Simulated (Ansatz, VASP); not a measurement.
# HfC (CsCl type (invented)): VASP beside Ansatz

Aim: how closely do two programs agree when they are given the same cell, functional and k mesh? The cell is generated by rule, not measured, and may not be a known phase. The cell is taken from a series of runs on this material, whose earlier steps may have relaxed, scaled, displaced or heated it; both programs get it as it stands.

Program: Ansatz 0.2.0. Level of theory: plane waves, with VASP 6.6.1 beside it; relaxation of cell and atoms at PBE. Results are calculated unless marked as measured.

### 1. Starting point

The structure is cubic, space group Pm-3m (No. 221). Conventional cell: a = 2.898 Å, b = 2.898 Å, c = 2.898 Å, α = 90.00°, β = 90.00°, γ = 90.00°. Hf has 8 C at 2.51 Å nearest. C has 8 Hf at 2.51 Å nearest. Farther neighbours are not listed.

Coordinates:

```cif
data_structure
_symmetry_space_group_name_H-M 'Pm-3m'
_symmetry_Int_Tables_number 221
_cell_length_a 2.8978
_cell_length_b 2.8978
_cell_length_c 2.8978
_cell_angle_alpha 90.000
_cell_angle_beta 90.000
_cell_angle_gamma 90.000
_cell_volume 24.33
loop_
_atom_site_label
_atom_site_type_symbol
_atom_site_symmetry_multiplicity
_atom_site_Wyckoff_symbol
_atom_site_fract_x
_atom_site_fract_y
_atom_site_fract_z
_atom_site_occupancy
Hf1 Hf 1 a 0.00000 0.00000 0.00000 1
C1 C 1 b 0.50000 0.50000 0.50000 1
```

### 2. VASP: relaxation of cell and atoms, PBE

The relaxed volume is the usual yardstick between codes: in a stiff, nearly cubic crystal its relative difference is about their pressure difference at one cell divided by the bulk modulus.

Lines of VASP's logs that name or quote its potential files are left out, and so is its time.

File INCAR:

```
SYSTEM = HfC
PREC = Accurate
ENCUT = 600
EDIFF = 1E-07
NELM = 120
ISMEAR = 0
SIGMA = 0.1
LREAL = .FALSE.
ALGO = Normal
GGA = PE
NBANDS = 13
LASPH = .TRUE.
LORBIT = 11
LWAVE = .FALSE.
LCHARG = .FALSE.
ISIF = 3
IBRION = 2
NSW = 80
EDIFFG = -0.005
GGA_COMPAT = .FALSE.
NELMIN = 4
```

File POSCAR:

```
HfC
1.0
    2.8977670000      0.0000000000      0.0000000000
    0.0000000000      2.8977670000      0.0000000000
    0.0000000000      0.0000000000      2.8977670000
Hf C
1 1
Direct
    0.0000000000      0.0000000000      0.0000000000
    0.5000001725      0.5000001725      0.5000001725
```

File KPOINTS:

```
Automatic mesh
0
Gamma
14 14 14
0 0 0
```

PAW data sets: Hf_pv and C (PBE family, release 64).

On the command line:

```console
mpirun -np 1 vasp_std
```

Numbers of over 12 decimals in the logs are rounded to 6 here.

Log:

```text
[banner, memory and clock lines left out]
running    1 mpi-ranks, on    1 nodes
 distrk:  each k-point on    1 cores,    1 groups
 distr:  one band on    1 cores,    1 groups

 POSCAR found type information on POSCAR HfC
 POSCAR found :  2 types and       2 ions
 LDA part: xc-table for (Slater+PW92), standard interpolation
 POSCAR, INCAR and KPOINTS ok, starting setup
 FFT: planning ... GRIDC
 FFT: planning ... GRID_SOFT
 FFT: planning ... GRID
 WAVECAR not read
 entering main loop
       N       E                     dE             d eps       ncg     rms          rms(c)
DAV:   1     0.288044514202E+02    0.28804E+02   -0.82072E+03  3120   0.116E+03
DAV:   2    -0.198173220681E+02   -0.48622E+02   -0.45642E+02  4072   0.220E+02
DAV:   3    -0.215726193990E+02   -0.17553E+01   -0.17430E+01  3738   0.300E+01
DAV:   4    -0.215822858647E+02   -0.96665E-02   -0.96648E-02  3480   0.260E+00
DAV:   5    -0.215823517146E+02   -0.65850E-04   -0.65847E-04  3672   0.186E-01    0.440E+01
DAV:   6    -0.187980629426E+02    0.27843E+01   -0.19135E+01  3428   0.203E+01    0.366E+01
DAV:   7    -0.183923189954E+02    0.40574E+00   -0.18473E+00  3398   0.712E+00    0.257E+01
DAV:   8    -0.183633611189E+02    0.28958E-01   -0.26372E-01  3388   0.383E+00    0.966E+00
DAV:   9    -0.183457385021E+02    0.17623E-01   -0.29642E-02  3376   0.132E+00    0.381E-01
DAV:  10    -0.183457075992E+02    0.30903E-04   -0.23256E-03  3968   0.360E-01    0.312E-01
DAV:  11    -0.183456823599E+02    0.25239E-04   -0.69284E-05  3698   0.584E-02    0.143E-01
DAV:  12    -0.183456853868E+02   -0.30269E-05   -0.95984E-06  3466   0.266E-02    0.167E-01
DAV:  13    -0.183456844353E+02    0.95153E-06   -0.67046E-06  3670   0.206E-02    0.683E-03
DAV:  14    -0.183456844342E+02    0.11210E-08   -0.27126E-07  3778   0.448E-03
   1 F= -.18345684E+02 E0= -.18340908E+02  d E =-.183457E+02
 curvature:   0.00 expect dE= 0.000E+00 dE for cont linesearch  0.000E+00
 trial: gam= 0.00000 g(F)=  0.000E+00 g(S)=  0.987E-03 ort = 0.000E+00 (trialstep = 0.100E+01)
 search vector abs. value=  0.987E-03
 bond charge predicted
       N       E                     dE             d eps       ncg     rms          rms(c)
DAV:   1    -0.183486662500E+02   -0.29818E-02   -0.83489E-02  3140   0.236E+00    0.653E-01
DAV:   2    -0.183463927397E+02    0.22735E-02   -0.32411E-03  3415   0.498E-01    0.388E-01
DAV:   3    -0.183456900529E+02    0.70269E-03   -0.13869E-03  3479   0.262E-01    0.219E-01
DAV:   4    -0.183455656281E+02    0.12442E-03   -0.30740E-04  3486   0.143E-01    0.165E-01
DAV:   5    -0.183455720351E+02   -0.64070E-05   -0.25413E-05  4458   0.372E-02    0.788E-02
DAV:   6    -0.183455690659E+02    0.29692E-05   -0.14939E-06  4181   0.895E-03    0.618E-03
DAV:   7    -0.183455690505E+02    0.15446E-07   -0.23448E-08  2422   0.120E-03
   2 F= -.18345569E+02 E0= -.18340873E+02  d E =0.115384E-03
 trial-energy change:    0.000115  1 .order    0.000120   -0.000987    0.001228
 step:   0.4490(harm=  0.4457)  dis= 0.00000  next Energy=   -18.345907 (dE=-0.222E-03)
 bond charge predicted
       N       E                     dE             d eps       ncg     rms          rms(c)
DAV:   1    -0.183468578594E+02   -0.12888E-02   -0.25388E-02  3140   0.130E+00    0.360E-01
DAV:   2    -0.183461669666E+02    0.69089E-03   -0.98141E-04  3415   0.276E-01    0.215E-01
DAV:   3    -0.183459525279E+02    0.21444E-03   -0.41964E-04  3479   0.143E-01    0.122E-01
DAV:   4    -0.183459107376E+02    0.41790E-04   -0.98956E-05  3441   0.808E-02    0.908E-02
DAV:   5    -0.183459080237E+02    0.27139E-05   -0.78327E-06  4418   0.208E-02    0.430E-02
DAV:   6    -0.183459086115E+02   -0.58777E-06   -0.44757E-07  4153   0.494E-03    0.343E-03
DAV:   7    -0.183459086218E+02   -0.10282E-07   -0.71565E-09  1899   0.652E-04
   3 F= -.18345909E+02 E0= -.18341169E+02  d E =-.224188E-03
 curvature:  -0.22 expect dE=-0.543E-07 dE for cont linesearch -0.543E-07
 trial: gam= 0.00000 g(F)=  0.148E-47 g(S)=  0.244E-06 ort =-0.155E-04 (trialstep = 0.890E+00)
 search vector abs. value=  0.244E-06
 reached required accuracy - stopping structural energy minimisation
```

OUTCAR, selected parts (step 2):

```text
ion  position               nearest neighbor table
   1  0.000  0.000  0.000-   2 2.51   2 2.51   2 2.51   2 2.51   2 2.51   2 2.51   2 2.51   2 2.51

  LATTYP: Found a simple cubic cell.
 ALAT       =     2.8977670000

 Subroutine GETGRP returns: Found 48 space group operations
 (whereof 48 operations were pure point group operations)

The static configuration has the point symmetry O_h .

 Found    120 irreducible k-points:

   k-points           NKPTS =    120   k-points in BZ     NKDIM =    120   number of bands    NBANDS=     13

   dimension x,y,z NGX =    24 NGY =   24 NGZ =   24
   dimension x,y,z NGXF=    48 NGYF=   48 NGZF=   48

   ENCUT  =  600.0 eV  44.10 Ry    6.64 a.u.   5.79  5.79  5.79*2*pi/ulx,y,z

   NELECT =      14.0000    total number of electrons

 k-points in reciprocal lattice and weights: Automatic mesh
   0.00000000  0.00000000  0.00000000       0.000
   0.07142857  0.00000000  0.00000000       0.002
   0.14285714  0.00000000  0.00000000       0.002
   0.21428571  0.00000000  0.00000000       0.002
   0.28571429  0.00000000  0.00000000       0.002
   0.35714286  0.00000000  0.00000000       0.002
   0.42857143  0.00000000  0.00000000       0.002
   0.50000000  0.00000000  0.00000000       0.001
   0.07142857  0.07142857  0.00000000       0.004
[...]
0.50000000  0.50000000  0.42857143       0.002
   0.50000000  0.50000000  0.50000000       0.000

 average (electrostatic) potential at core
       1 -35.3514       2 -47.4375

 E-fermi :   6.6401

 k-point     1 :       0.0000    0.0000    0.0000
  band No.  band energies     occupation
    ...
      2     -23.3156      2.00000
      3     -23.3156      2.00000
      4      -6.1556      2.00000
      5       4.7274      2.00000
      6       4.7274      2.00000
      7       7.7268      0.00000
      8       7.7268      0.00000
      9       7.7268      0.00000
     10      12.8143      0.00000
     11      12.8143      0.00000
    ...

 k-point     2 :       0.0714    0.0000    0.0000
  band No.  band energies     occupation
    ...
      2     -23.3105      2.00000
      3     -23.3105      2.00000
      4      -6.0446      2.00000
      5       4.6571      2.00000
      6       4.7763      2.00000
      7       7.5909      0.00000
      8       7.5909      0.00000
      9       7.6649      0.00000
     10      12.8406      0.00000
     11      12.9245      0.00000
    ...

 k-point     3 :       0.1429    0.0000    0.0000
  band No.  band energies     occupation
    ...
      2     -23.2962      2.00000
      3     -23.2962      2.00000
      4      -5.7236      2.00000
      5       4.2609      2.00000
      6       4.9173      2.00000
      7       7.2353      0.00000
      8       7.2353      0.00000
      9       7.8326      0.00000
     10      12.9152      0.00000
     11      13.2216      0.00000
    ...

  Total        0.0018347      0.0018347      0.0018347     -0.0000000      0.0000000      0.0000000
  in kB        0.1212641      0.1212641      0.1212641     -0.0000000      0.0000000      0.0000000
  external PRESSURE =       0.1212641 kB  Pullay stress =       0.0000000 kB

  energy-cutoff  :      600.00
  volume of cell :       24.24
      direct lattice vectors                 reciprocal lattice vectors
     2.894101034 -0.000000000  0.000000000     0.345530439  0.000000000  0.000000000
    -0.000000000  2.894101034  0.000000000     0.000000000  0.345530439  0.000000000
    -0.000000000 -0.000000000  2.894101034    -0.000000000 -0.000000000  0.345530439

 POSITION                                       TOTAL-FORCE (eV/Angst)
 -----------------------------------------------------------------------------------
      0.00000      0.00000      0.00000        -0.000000     -0.000000      0.000000
      1.44705      1.44705      1.44705         0.000000      0.000000      0.000000
 -----------------------------------------------------------------------------------
    total drift:                               -0.000124     -0.000124     -0.000124

  FREE ENERGIE OF THE ION-ELECTRON SYSTEM (eV)
  ---------------------------------------------------
  free  energy   TOTEN  =       -18.3459086218 eV

  energy  without entropy=      -18.3364290856  energy(sigma->0) =      -18.34116885

 reached required accuracy - stopping structural energy minimisation

 total charge
# of ion       s       p       d       tot
------------------------------------------
    1        0.336   6.483   1.723   8.542
    2        0.877   1.415   0.000   2.291
--------------------------------------------------
tot          1.212   7.897   1.723  10.833

[... 3 further parts left out ...]
```

### 3. Ansatz: relaxation of cell and atoms, PBE

Ansatz runs on its default PAW (the set named soft_2) files.

The same cell, functional, mesh and smearing now go to Ansatz, which takes its cutoff from its data sets.

File input.yaml:

```yaml
crystal:
  lattice:
    - [2.8977671679, 0.0, 0.0]
    - [0.0, 2.8977671679, 0.0]
    - [0.0, 0.0, 2.8977671679]
  atoms:
    - { symbol: Hf, position: [0.0, 0.0, 0.0] }
    - { symbol: C, position: [0.5, 0.5, 0.5] }
kpoints:
  mp_grid: { grid: [14, 14, 14] }
hamiltonian:
  xc: pbe
scf:
  occupations: { method: gaussian, width: 0.1 }
output:
  forces: true
  stress: true
  eigenvalues: true
  write_density: true
  write_potential: true
  elf: true
  volumetric_format: npy
relax:
  adjacent_minimum: "off"
  f_tol: 0.005
  max_steps: 80
  cell: { stress_tol: 0.05 }
```

On the command line:

```console
ansatz run input.yaml --threads 2 --pin off --max-ram 5120MiB --backend cpu --events-out ev --progress --plain --runs-dir out
```

Log:

```text
Engine: ansatz 0.2.0, aarch64-unknown-linux-gnu
Pseudopotentials: kind: paw
Pseudopotential: Hf, paw, valence charge 26, recommended cutoff 420 eV (normal), Hf.paw.azcp
Pseudopotential: C, paw, valence charge 4, recommended cutoff 420 eV (normal), C.paw.azcp
Functional definition: PBE
  parameter kappa = 0.804
  parameter beta = 0.066725
  exchange = pbe_x(kappa = kappa, mu = beta*pi^2/3)
  correlation = pbe_c(beta = beta)
Crystal: 2 atoms, lattice volume = 24.333 Å³
Basis set: ecut = 420 eV, 461 PW (Γ), exchange–correlation on 40×40×40 points (8 copies of the dense FFT grid, shifted against one another)
Bands: 19, of which v1, the nominal top of the filled ones, is band 15 counted from 1 (14 counted from 0)
Symmetry: 48 space group operations
Space group: Pm-3m (ITA 221), of the structure as read, at distance tolerance 2.9e-5 Å
k-points: 120 of 2744
Non-local potential: Hf, projectors of the file, l = 0: 3, l = 1: 2, l = 2: 2, l = 3: 3
Non-local potential: C, projectors of the file, l = 0: 2, l = 1: 2, l = 2: 1
PAW form: soft (Blöchl's): semilocal exchange-correlation on the pseudo side does not see the compensation charge
PAW one-centre angular grid: Hf, 590 points (default); XC on 64 Gauss nodes
PAW one-centre angular grid: C, 110 points (default); XC on 64 Gauss nodes
Initial density: superposition of atomic densities (neutral atoms: chi_scale 0, normalization atom), corrected by the library's trained network
Initial wavefunctions: pseudopotential atomic-orbital guess
Functional: x = pbe(κ = 0.804, μ = 0.219515), c = pbe(β = 0.066725)
SCF iter   1: F=—  HF=-15971.426432 eV  |F-HF|=—  |Δ(HF+E_count)|=         —  Δρ=4.31e-3  dr2=3.10e-3  ethr=1.77e-3  ⟨swp⟩=5.0  Hψ=9457  notcnv=0
preconditioner: auto → none  [metal: Δε(μ)=0.006 eV  Ē_g=17.796 eV  σ=0.100 eV  W_gap=0.04  n_scr=6 (ndim 8)  ℏωp=39.8 eV  f_vac=0.000  D(μ)=1.88/eV (n_scr^D=18)  sad-step TF]
SCF iter   2: F=—  HF=-15971.426687 eV  |F-HF|=—  |Δ(HF+E_count)|=   2.55e-4  Δρ=2.75e-3  dr2=1.52e-3  ethr=1.03e-5  ⟨swp⟩=2.5  Hψ=4455  notcnv=0
SCF iter   3: F=—  HF=-15971.426957 eV  |F-HF|=—  |Δ(HF+E_count)|=   2.70e-4  Δρ=5.67e-4  dr2=6.41e-5  ethr=5.08e-6  ⟨swp⟩=2.0  Hψ=3552  notcnv=0
SCF iter   4: F=—  HF=-15971.426799 eV  |F-HF|=—  |Δ(HF+E_count)|=   1.58e-4  Δρ=2.25e-4  dr2=3.73e-6  ethr=2.14e-7  ⟨swp⟩=2.7  Hψ=4279  notcnv=0
SCF iter   5: F=—  HF=-15971.426871 eV  |F-HF|=—  |Δ(HF+E_count)|=   7.14e-5  Δρ=4.41e-5  dr2=6.00e-7  ethr=1.24e-8  ⟨swp⟩=2.3  Hψ=3272  notcnv=0
SCF iter   6: F=-15971.426870 eV  HF=-15971.426870 eV  |F-HF|=1.32e-8  |Δ(HF+E_count)|=   2.55e-7  Δρ=3.51e-6  dr2=2.67e-9  ethr=3.33e-10  ⟨swp⟩=10.7  Hψ=20958  notcnv=0
SCF 1 converged in 6 iterations: F = -15971.426870 eV  dr2 = 2.67e-9
  Residual-converged pass: ⟨swp⟩=1.0  Hψ=2765  notcnv=0  max |occ|·‖R‖ = 7.1e-9 eV (tolerance 1.0e-8 eV)  dr2=2.67e-9  dr2_onsite=2.74e-8  max |Δocc| = 2.1e-11
  greatest PAW one-centre occupation: 0.998 electrons in one spin orbital (limit 2), on the Hf atom at site 0 (counted from 0), in its partial waves of l = 0
relax step   1: F+E_penalty+E_count = -15971.42687039 eV  Δ(F+E_penalty+E_count) = +0.000e0 eV  max|allowed force component| = 1.591e-29 eV/Å  Δτ_max = 0.0000 Å  P = +0.676 GPa  Ω = 24.333 Å³  (6 SCF iters, dr2 threshold 1.00e-7 eV, accepted)
[...]
relax step   2: F+E_penalty+E_count = -15971.42669119 eV  Δ(F+E_penalty+E_count) = +1.792e-4 eV  max|allowed force component| = 4.437e-31 eV/Å  Δτ_max = 0.0000 Å  P = -0.599 GPa  Ω = 24.485 Å³  energy of the carried Pulay correction = -2.127e-4 eV  (6 SCF iters, dr2 threshold 2.00e-7 eV, accepted)
[...]
relax step   3: F+E_penalty+E_count = -15971.42692592 eV  Δ(F+E_penalty+E_count) = -2.347e-4 eV  max|allowed force component| = 1.052e-30 eV/Å  Δτ_max = 0.0000 Å  P = -0.003 GPa  Ω = 24.413 Å³  energy of the carried Pulay correction = -1.127e-4 eV  (6 SCF iters, dr2 threshold 2.00e-7 eV, accepted)
[...]
relax step   4: F+E_penalty+E_count = -15971.42702639 eV  Δ(F+E_penalty+E_count) = -1.005e-4 eV  max|allowed force component| = 1.578e-30 eV/Å  Δτ_max = 0.0000 Å  P = +0.003 GPa  Ω = 24.413 Å³  stress off target by 3.00e-3 GPa  SCF on the basis re-selected at this cell (its energy is not comparable with the rows above)  (9 SCF iters)
basis re-selected at this cell: Δ(F+E_penalty+E_count) = -1.005e-4 eV, ΔP = +0.006 GPa vs the last step (what re-selecting the basis moved, of the pressure what is left beyond the Pulay correction that the steps carried, after the strain that the cell walked since its last selection, with what the two solves' SCF thresholds leave and, on support functions, any second-order correction that the steps lacked; it is no m [...]
SCF converged after 9 iterations
Free energy (F): -15971.427026 eV
Harris-Foulkes:  -15971.427026 eV  (|F-HF|=0.00e0)
Internal energy: -15971.417489 eV  (E = F + TS)
E sigma→0 (E₀):  -15971.422258 eV
Entropy (-TS):   -0.009538 eV (-4.769 meV/atom)
Fermi energy:    21.158314 eV
--- Per-component energies (eV) ---
  E_band       = 132.064478
  E_kinetic    = 511.548034
  E_local      = -4955.344539  (includes V_loc(G=0)·N_el)
  E_nonlocal   = -1217.271748
  E_hartree    = 2351.460654
  E_xc         = -348.643335
  E_vxc        = -326.618429  (∫ρ·V_xc dr)
  E_paw        = -7026.229040  (= ΣΔE_a)
  E_vpaw       = 1416.829847  (= ΣTr[D̂ρ^β])
  E_aug_tail   = 0.000005  (compensation charges beyond the density's cutoff)
  E_ewald      = -5286.937521
  E_smearing   = -0.009538  (= −TS)
  E_closure    = -0.000000  (closes the sum)
  Σ components = -15971.427026   (vs F -15971.427026, Δ=0.00e0)
--- Forces (eV/Å), atoms counted from 1 ---
  atom   1  Hf    -0.00000000     0.00000000     0.00000000
  atom   2  C      0.00000000     0.00000000    -0.00000000
  max |Σ_I F_I| component: 2.50e-30 eV/Å
--- Stress (GPa, compression-positive) ---
        0.003001       0.000000      -0.000000
        0.000000       0.003001       0.000000
       -0.000000       0.000000       0.003001
  P = ⅓ Tr σ = 0.0030 GPa (0.030 kbar)
--- Band table (eV; the first three rows and the last of 120) ---
  k-point 0: bands = [... 11 lower, 9.6390, 19.2569, 19.2569, 22.2511, 22.2511, 22.2511, 27.2774, 27.2774]
  k-point 1: bands = [... 11 lower, 9.6382, 19.1840, 19.3056, 22.1146, 22.1146, 22.1913, 27.3034, 27.3875]
  k-point 2: bands = [... 11 lower, 9.6360, 18.7841, 19.4461, 21.7574, 21.7574, 22.3627, 27.3772, 27.6835]
  k-point 119: bands = [... 11 lower, 14.0281, 15.6663, 15.6663, 15.6663, 29.8833, 29.8833, 29.8833, 30.1806]
--- Relaxed structure (3 steps of the walk, 3 accepted, 1 SCFs on fresh bases) ---
  F+E_penalty+E_count = -15971.42702639 eV   max|allowed force component| = 1.578e-30 eV/Å   (the final SCF, on the basis selected at the relaxed cell)
  cell:  # Å, volume = 24.4130 Å³
    - [2.900952, 0, 0]
    - [0, 2.900952, 0.0]
    - [0, 0.0, 2.900952]
  atoms:
    - { symbol: Hf, position: [0, 0, 0] }
    - { symbol: C, position: [0.500000, 0.500000, 0.500000] }
```

In the SCF lines HF is the Harris–Foulkes energy and dr2 the Hartree energy of the density residual, in eV; the loop may stop once dr2 is under the threshold and the program's other checks hold. Hψ counts applications of the Hamiltonian.

### 4. Comparison

Known differences besides the potentials themselves: the data sets hold 30 valence electrons in Ansatz (on its default PAW (the set named soft_2) files) and 14 in VASP; the cutoff is 420 eV in Ansatz and 600 eV in VASP; Ansatz adds a Pulay correction to the stress that steers its cell, VASP none. Total energies have different zeros and are not compared.

The two programs side by side:

```
                                         quantity  Ansatz   VASP  difference
                                      volume (Å³)   24.41  24.24     +0.71 %
edge a after relaxation, in the typed setting (Å)   2.901  2.894     +0.24 %
```

### 5. Results

* difference in volume (relaxation of cell and atoms, PBE): 0.71 %

The difference in volume is 0.71 % (relaxation of cell and atoms, PBE), within the 1.2 % picked in this series as the mark of a large difference, as far as the stopping tolerances let one tell. The data sets hold unlike numbers of valence electrons (30 in Ansatz and 14 in VASP), so part of the differences comes from the potentials. 1 further run of this series is not shown here. Such differences can come from data sets, numerical settings and the points named under the comparisons, not from the functional's error against experiment.

[Lines on the potential files, build, host, timing and source positions are cut from VASP's logs without a mark.]

[Logs are printed without paths, hosts, clocks, repeated set-up lines and the standing remarks that a program may print on its own settings, such as how far it seeks lower states.]

[Hosts, paths, dates, database ids (printed as entryN), source tags and the programs' standing remarks are cut or masked in the printed files.]
